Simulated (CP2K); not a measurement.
The system is GaP.

```xyz
2
Lattice="3.8541 0.0000 0.0000 1.9270 3.3377 0.0000 1.9270 1.1126 3.1468" Properties=species:S:1:pos:R:3 pbc="T T T"
Ga    0.0000    0.0000    0.0000
P     5.7811    3.3377    2.3601
```

Program: CP2K 2026.2. Alike in all runs: no spin polarisation; cell as given; k mesh 8 × 8 × 8.

Q: Order these runs on this cell by their pressure, lowest first.
A. level PBE; potentials or basis POTENTIAL_UZH Ga GTH-PBE-q13, P GTH-PBE-q5; TZVP-MOLOPT-PBE-GTH basis; smearing gaussian 0.018 eV; EPS_DEFAULT 1.0E-10; NGRIDS 5; REL_CUTOFF (Ry) 60 Ry
B. level LDA; potentials or basis GTH_POTENTIALS Ga GTH-PADE-q13, P GTH-PADE-q5; TZVP-MOLOPT-PBE-GTH basis; smearing fermi-dirac 0.0259 eV; EPS_DEFAULT 1.0E-9; NGRIDS 4; points a segment of the path (NPOINTS) 10; bands added on the path 6; REL_CUTOFF (Ry) 60 Ry
C. level rPW86PBE; potentials or basis POTENTIAL_UZH Ga GTH-PBE-q13, P GTH-PBE-q5; TZVP-MOLOPT-PBE-GTH basis; smearing fermi-dirac 0.05 eV; EPS_DEFAULT 1.0E-10; NGRIDS 5; points a segment of the path (NPOINTS) 6; bands added on the path 2; REL_CUTOFF (Ry) 60
D. level PBEsol; potentials or basis POTENTIAL_UZH Ga GTH-PBE-q13, P GTH-PBE-q5; TZVP-MOLOPT-PBE-GTH basis; smearing fermi-dirac 0.0259 eV; EPS_DEFAULT 1.0E-9; NGRIDS 5; points a segment of the path (NPOINTS) 8; bands added on the path 2; REL_CUTOFF (Ry) 60 Ry

A: B (-2.5 GPa), D (0.3 GPa), A (2.9 GPa), C (5.8 GPa).

Caveats: the basis of atomic orbitals isn't converged, which shifts pressures, moduli and gaps; the potentials were made for another functional, which shifts forces and pressure (some runs).

Not every run made on this cell is shown here.
